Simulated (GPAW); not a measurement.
MgB2:

```
Mg B
1.0
     3.08500    0.00000    0.00000
    -1.54250    2.67169    0.00000
     0.00000    0.00000    3.52300
Mg B
1 2
Direct
  0.00000 0.00000 0.00000
  0.66667 0.33333 0.50000
  0.33333 0.66667 0.50000
```

| Property | Result |
| --- | --- |
| Program | GPAW 26.7.0 |
| Task | relaxation of cell and atoms |
| Functional | PBEsol |
| Dispersion | D4 |
| Potentials or basis | PAW data sets generated in the run's folder for this functional |
| Cutoff | 800 eV |
| Basis | pw |
| k mesh | 7 × 7 × 5 |
| Occupations | fermi-dirac, width 0.05 eV |
| Spin | no spin polarisation |

At the start: pressure -5.6 GPa; volume 9.68 Å³/atom.

**Question.** Where does the relaxation end?

**Answer.** Over 7 steps the energy falls by 6.2 meV/atom and the volume is 9.31 Å³/atom (-3.8 %); space group P6/mmm (No. 191, to 0.05 Å).

The path:
| step | energy change (eV) | largest force (eV/Å) | pressure (GPa) | volume (Å³) |
| --- | --- | --- | --- | --- |
| 1 | 0.0000 | 0.0000 | -5.55 | 29.04 |
| 2 | -0.0043 | 0.0000 | -4.87 | 28.90 |
| 3 | -0.0175 | 0.0000 | 0.15 | 27.96 |
| 4 | -0.0177 | 0.0000 | 0.01 | 27.98 |
| 5 | -0.0184 | 0.0000 | -0.37 | 28.01 |
| 6 | -0.0186 | 0.0000 | -0.26 | 27.97 |
| 7 | -0.0186 | 0.0000 | -0.06 | 27.93 |

Final structure:
```yaml
crystal:
  lattice:
    - [3.05476, 0.00000, 0.00000]
    - [-1.52738, 2.64550, 0.00000]
    - [0.00000, 0.00000, 3.45629]
  atoms:
    - { symbol: Mg, position: [0.00000, 0.00000, 0.00000] }
    - { symbol: B, position: [0.66667, 0.33333, 0.50000] }
    - { symbol: B, position: [0.33333, 0.66667, 0.50000] }
```

Caveat: later steps reuse the first step's grids; pairwise dispersion overbinds metals, which lowers pressure and volume.
